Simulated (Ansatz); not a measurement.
**WSe2: stress in a strained cell**

WSe2 is deformed so: equal xy, yz and zx engineering shear strains of -2 %. What stress and forces result, by LAPW and PAW?

Method: DFT PBEsol, scalar-relativistic, in Ansatz 0.2.0.

3 further runs of the same task are left out: 3 that didn't finish.

### 1 The structure to begin with

The structure is hexagonal, space group P6_3/mmc (No. 194). The conventional cell has a = 3.290 Å, b = 3.290 Å, c = 12.970 Å, α = 90.00°, β = 90.00°, γ = 120.00°. Around W (site symmetry -6m2) lie 6 Se at 2.53 Å. Around Se (site symmetry 3m) lie 3 W at 2.53 Å.

Coordinates:

```cif
data_structure
_symmetry_space_group_name_H-M 'P 1'
_symmetry_Int_Tables_number 1
_cell_length_a 3.2900
_cell_length_b 3.2900
_cell_length_c 12.9700
_cell_angle_alpha 90.000
_cell_angle_beta 90.000
_cell_angle_gamma 120.000
_cell_volume 121.58
loop_
_atom_site_label
_atom_site_type_symbol
_atom_site_fract_x
_atom_site_fract_y
_atom_site_fract_z
_atom_site_occupancy
W1 W 0.33333 0.66667 0.25000 1
W2 W 0.66667 0.33333 0.75000 1
Se1 Se 0.33333 0.66667 0.62100 1
Se2 Se 0.66667 0.33333 0.12100 1
Se3 Se 0.33333 0.66667 0.87900 1
Se4 Se 0.66667 0.33333 0.37900 1
```

Atoms are numbered in the order of the input: W1, W2, Se3, Se4, Se5, Se6.

### 2 After the deformation

Space group P6_3/mmc before, P-1 after.

### 3 All-electron LAPW

Input file input.yaml:

```yaml
crystal:
  lattice:
    - [3.2899984505, -0.0328999845, -0.0328999845]
    - [-1.6734914476, 2.8656722288, -0.0120422301]
    - [-0.1297, -0.1297, 12.97]
  atoms:
    - { symbol: W, position: [0.3333333333, 0.6666666667, 0.25] }
    - { symbol: W, position: [0.6666666667, 0.3333333333, 0.75] }
    - { symbol: Se, position: [0.3333333333, 0.6666666667, 0.621] }
    - { symbol: Se, position: [0.6666666667, 0.3333333333, 0.121] }
    - { symbol: Se, position: [0.3333333333, 0.6666666667, 0.879] }
    - { symbol: Se, position: [0.6666666667, 0.3333333333, 0.379] }
kpoints:
  mp_grid: { grid: [11, 11, 3] }
  band_path:
    path:
      - [0.0, 0.0, 0.0]
      - [0.0, 0.0, 0.5]
      - [-0.5, 0.5, 0.0]
      - [0.0, 0.0, 0.0]
      - [0.0, -0.5, 0.0]
      - [-0.5, 0.0, 0.5]
      - [0.0, 0.0, 0.0]
      - [-0.5, 0.0, 0.0]
      - [0.0, -0.5, 0.5]
    npoints: 5
scf:
  occupations: { method: fermi_dirac, width: 0.08 }
hamiltonian:
  xc: pbesol
  pseudopotentials: { kind: all_electron, lapw: { basis_error: 0.0005 } }
output:
  forces: true
  stress: true
  eigenvalues: true
```

Started as:

```
ansatz run input.yaml --threads 2 --pin off --max-ram 8192MiB --backend cpu --events-out ev --progress --plain --runs-dir out
```

### 4 Frozen-core PAW

input.yaml, as its differences from that of step 3:

```diff
@@ -14,14 +14,2 @@
   mp_grid: { grid: [11, 11, 3] }
-  band_path:
-    path:
-      - [0.0, 0.0, 0.0]
-      - [0.0, 0.0, 0.5]
-      - [-0.5, 0.5, 0.0]
-      - [0.0, 0.0, 0.0]
-      - [0.0, -0.5, 0.0]
-      - [-0.5, 0.0, 0.5]
-      - [0.0, 0.0, 0.0]
-      - [-0.5, 0.0, 0.0]
-      - [0.0, -0.5, 0.5]
-    npoints: 5
 scf:
@@ -30,3 +18,3 @@
   xc: pbesol
-  pseudopotentials: { kind: all_electron, lapw: { basis_error: 0.0005 } }
+  pseudopotentials: { kind: paw }
 output:
@@ -35 +23,2 @@
   eigenvalues: true
+  efg: { contact_densities: true }
```

(Steps that only read results are left out.)

**Question.** What will these runs give? Wanted: pressure; largest shear or deviatoric stress.

As calculated:

| quantity | value |
| --- | --- |
| pressure | LAPW -1.00, PAW -1.04 GPa |
| largest shear or deviatoric stress (LAPW) | 2.70 GPa |

What this shows: The largest part of the stress beyond the pressure is 2.70 GPa in size; the atoms are carried along and not relaxed. No run of the undeformed cell stands beside it, so the pressure holds what the given cell had before the change. PAW: stress within 0.04 GPa of LAPW, forces within 4 meV/Å. Spin-orbit coupling is left out, though the cell holds W; in elements this heavy it can shift bands and gaps by tenths of an eV.
